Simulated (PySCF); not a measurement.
One of the candidates below gave these computed data.

All candidates are C3H10N (charge +1).

| technique | computed result |
| --- | --- |
| Polarisability | 42.9 au [wB97X-D/def2-SVPD] |
| Couplings | largest of the computed one-bond spin–spin couplings (means over like bonds): 13C–1H +154.9 (×3), 13C–1H +153.1 (×2), 13C–1H +138.4 (×3), 15N–1H -77.2 (×2), 13C–13C +36.7, 15N–13C -4.9, 15N–13C -3.1 Hz [B3LYP/pcJ-1, spin–dipole term left out for some pairs] |
| 1H NMR | chemical shifts (computed TMS as zero) by class: 3.88 (2 H), 3.25 (3 H), 3.24 (2 H), 1.79 (3 H) ppm [GIAO PBE0/pcSseg-1] |
| Rotational structure | rotational constants A, B, C: 23.724, 3.753, 3.519 GHz [PBE0-D3(BJ)/def2-SVP] |
| Valence photoelectron | vertical ionisation energy: 17.65 eV [ΔSCF wB97X-D/def2-SVPD] |
| XPS | C1s 295.8, C1s 297.6, C1s 297.7, N1s 414.2 eV [ΔSCF SCAN, pcX-2 on the ionised atom, pcseg-1 elsewhere, spin-free X2C] |
| 13C NMR | chemical shifts (computed TMS as zero) by class: 52.2 (1 C), 37.5 (1 C), 13.7 (1 C) ppm [GIAO PBE0/pcSseg-1] |

Gas-phase values; electronic properties from PySCF, density fitting. Levels stand in brackets. One conformer (not necessarily the lowest) at the PBE0-D3(BJ)/def2-SVP geometry, without solvent, vibrations or thermal averaging. NMR values are class means; diastereotopic atoms form classes of their own.

Problem. Which candidate is it?
A. `CC[NH2+]C`
B. `CCC[NH3+]`
C. `CC(C)[NH3+]`

Solution. A. It is `CC[NH2+]C`. Numbering: `[CH3:1][CH2:2][NH2+:3][CH3:4]`. 3 carbons fall into 3 classes; from least to most shielded: sp3 carbon bound to nitrogen [C2] (52.2 ppm), N-methyl carbon [C4] (37.5 ppm), methyl carbon [C1] (13.7 ppm). Hydrogen classes from least to most shielded: 2 H on an ammonium nitrogen, N3 (3.88 ppm), 3 H on an N-methyl carbon, C4 (3.25 ppm), 2 H on an sp3 carbon bound to nitrogen, C2 (3.24 ppm), 3 H on a methyl carbon, C1 (1.79 ppm, a mean of values up to 0.6 ppm apart in this geometry). The couplings run between: +154.9 Hz, N-methyl carbon [C4] and its hydrogen (with 2 like pairs); +153.1 Hz, sp3 carbon bound to nitrogen [C2] and its hydrogen (with 1 like pair); +138.4 Hz, methyl carbon [C1] and its hydrogen (with 2 like pairs); -77.2 Hz, ammonium nitrogen [N3] and its hydrogen (with 1 like pair); +36.7 Hz, methyl carbon [C1] and sp3 carbon bound to nitrogen [C2]; -4.9 Hz, ammonium nitrogen [N3] and N-methyl carbon [C4]; -3.1 Hz, ammonium nitrogen [N3] and sp3 carbon bound to nitrogen [C2]. The core levels belong to: C1s 295.8 eV, methyl carbon [C1]; C1s 297.6 eV, sp3 carbon bound to nitrogen [C2]; C1s 297.7 eV, N-methyl carbon [C4]; N1s 414.2 eV, ammonium nitrogen [N3]. The first electron is taken from the HOMO, whose largest Löwdin shares are 0.33 on the methyl carbon, 0.20 on the sp3 carbon bound to nitrogen, 0.14 on a methyl hydrogen and 0.13 on a methyl hydrogen. By its constants the optimised geometry is an asymmetric top.

The others, at the same levels:
- `CC(C)[NH3+]` fails: its computed core binding energies are C1s 295.8 (×2), C1s 297.8, N1s 414.6 eV, vertical ionisation energy is 17.32 eV (against 17.65 eV) and rotational constant A is 7.767 GHz (against 23.724 GHz).
- `CCC[NH3+]` fails: its computed core binding energies are C1s 295.1, C1s 295.8, C1s 297.8, N1s 414.8 eV, vertical ionisation energy is 16.76 eV (against 17.65 eV) and rotational constant A is 12.971 GHz (against 23.724 GHz).

Each candidate is one conformer, not necessarily the lowest. Dipoles, sizes and rotational constants follow the conformer. The torsions of the flexible species, by atom-mapped SMILES:
- `[CH3:1][CH2:2][NH2+:3][CH3:4]`: C1–C2–N3–C4 178°
- `[CH3:1][CH2:2][CH2:3][NH3+:4]`: C1–C2–C3–N4 -61°
